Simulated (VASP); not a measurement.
## SiC: band structure with r2SCAN

SiC:

```xyz
12
Lattice="3.0798 0.0000 0.0000 -1.5399 2.6672 0.0000 0.0000 0.0000 15.1117" Properties=species:S:1:pos:R:3 pbc="T T T"
Si    0.0000    0.0000    1.8895
Si    0.0000    0.0000    9.4453
Si    0.0000    1.7781    4.4099
Si    1.5399    0.8891   11.9657
Si    0.0000    1.7781   14.4817
Si    1.5399    0.8891    6.9259
C     0.0000    0.0000   15.1070
C     0.0000    0.0000    7.5511
C     0.0000    1.7781    2.5210
C     1.5399    0.8891   10.0769
C     0.0000    1.7781   12.5928
C     1.5399    0.8891    5.0370
```

```
Program                : VASP 6.6.1
Task                   : band structure
Functional             : r2SCAN
Potentials or basis    : VASP PAW PBE potentials, release 64 (Si, C)
Cutoff                 : 520 eV
k mesh                 : 12 × 12 × 2
Occupations            : gaussian, width 0.03 eV
Spin                   : no spin polarisation
Further INCAR settings : ALGO = Normal; EDIFF = 1e-06; NBANDS = 36
```

The pressure is -0.5 GPa and the largest force is 0.007 eV/Å. The band gap on the k mesh is 2.40 eV, indirect (least direct gap 3.56 eV) and the band gap along the path is 2.40 eV, indirect (least direct gap 3.56 eV).

Forces on the atoms (eV/Å):
```
Si   0.000  0.000  0.001
Si   0.000  0.000  0.001
Si   0.000  0.000 -0.002
Si   0.000  0.000 -0.002
Si   0.000  0.000 -0.002
Si   0.000  0.000 -0.002
C    0.000  0.000 -0.003
C    0.000  0.000 -0.003
C    0.000  0.000  0.007
C    0.000  0.000  0.007
C    0.000  0.000 -0.001
C    0.000  0.000 -0.001
```

Levels at the corners of the path, in eV from the valence-band top:
| point | band 21 | band 22 | band 23 | band 24 | band 25 | band 26 | band 27 | band 28 |
| --- | --- | --- | --- | --- | --- | --- | --- | --- |
| Γ | -0.32 | -0.03 | 0.00 | 0.00 | 5.74 | 5.92 | 6.33 | 6.85 |
| M | -1.90 | -1.87 | -1.71 | -1.16 | 2.40 | 2.61 | 3.67 | 4.35 |
| M | -1.90 | -1.87 | -1.71 | -1.16 | 2.40 | 2.61 | 3.67 | 4.35 |
| K | -3.26 | -2.31 | -2.16 | -2.16 | 3.93 | 3.93 | 4.24 | 5.60 |
| K | -3.26 | -2.31 | -2.16 | -2.16 | 3.93 | 3.93 | 4.24 | 5.60 |
| Γ | -0.32 | -0.03 | 0.00 | 0.00 | 5.74 | 5.92 | 6.33 | 6.85 |
| Γ | -0.32 | -0.03 | 0.00 | 0.00 | 5.74 | 5.92 | 6.33 | 6.85 |
| A | -0.10 | -0.10 | -0.10 | -0.10 | 5.81 | 5.81 | 6.57 | 6.57 |
| A | -0.10 | -0.10 | -0.10 | -0.10 | 5.81 | 5.81 | 6.57 | 6.57 |
| L | -1.79 | -1.79 | -1.37 | -1.37 | 2.46 | 2.46 | 3.89 | 3.89 |
| L | -1.79 | -1.79 | -1.37 | -1.37 | 2.46 | 2.46 | 3.89 | 3.89 |
| H | -2.74 | -2.74 | -2.35 | -2.35 | 4.12 | 4.12 | 4.83 | 4.83 |
| H | -2.74 | -2.74 | -2.35 | -2.35 | 4.12 | 4.12 | 4.83 | 4.83 |
| A | -0.10 | -0.10 | -0.10 | -0.10 | 5.81 | 5.81 | 6.57 | 6.57 |
| L | -1.79 | -1.79 | -1.37 | -1.37 | 2.46 | 2.46 | 3.89 | 3.89 |
| M | -1.90 | -1.87 | -1.71 | -1.16 | 2.40 | 2.61 | 3.67 | 4.35 |
| K | -3.26 | -2.31 | -2.16 | -2.16 | 3.93 | 3.93 | 4.24 | 5.60 |
| H | -2.74 | -2.74 | -2.35 | -2.35 | 4.12 | 4.12 | 4.83 | 4.83 |

It took 3.5 min on 4 MPI ranks on Intel(R) Xeon(R) 6975P-C (Granite Rapids), on a shared host, peak memory 0.4 GiB a rank.

Caveat: the PAW data sets were made with another functional, which shifts forces and pressure a little. r2SCAN opens gaps a little over a GGA but as a rule still falls short of measured ones.
